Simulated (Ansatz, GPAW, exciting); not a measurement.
LiCl: programs and potentials compared

```xyz
2
Lattice="0.0000 2.5648 2.5648 2.5648 0.0000 2.5648 2.5648 2.5648 0.0000" Properties=species:S:1:pos:R:3 pbc="T T T"
Cl    2.5648    2.5648    2.5648
Li    0.0000    0.0000    0.0000
```

Alike in all runs: task band structure; functional revPBE; k mesh 9 × 9 × 9; occupations fermi-dirac, width 0.05 eV; no spin polarisation; no spin-orbit coupling. Pressure is positive in compression and, in plane waves, holds the error of the finite cutoff, which Ansatz's Pulay term estimates and takes out. Gaps are the smaller of the mesh's and the band path's.

```tsv
program and potentials	plane-wave cutoff (eV)	notes	band gap (eV)	pressure (GPa)
Ansatz, Ansatz PAW	420	potentials made for PBE, which Ansatz adapts in part; 5 valence electrons an atom on average	6.53	2.13
Ansatz, all-electron LAPW, scalar-relativistic	-	-	6.52	2.12
exciting, all-electron LAPW+lo, shipped species files, valence relativity zora	-	-	6.54	-
GPAW, the program's PAW data sets (release 1.2.1) made for this functional	800	4 valence electrons an atom on average	6.52	2.19
```

The band gap spans 6.52 (GPAW, the program's PAW data sets (release 1.2.1) made for this functional) to 6.54 eV (exciting, all-electron LAPW+lo, shipped species files, valence relativity zora), with all-electron results at 6.52 to 6.54. The pressure spans 2.12 (Ansatz, all-electron LAPW, scalar-relativistic) to 2.19 GPa (GPAW, the program's PAW data sets (release 1.2.1) made for this functional), with all-electron results at 2.12. Some sets were made for another functional than the one run, which can shift their rows.

The functional is the same throughout but for its coding, so the spread measures potentials, basis and numerics; runs on potential files found faulty are left out.
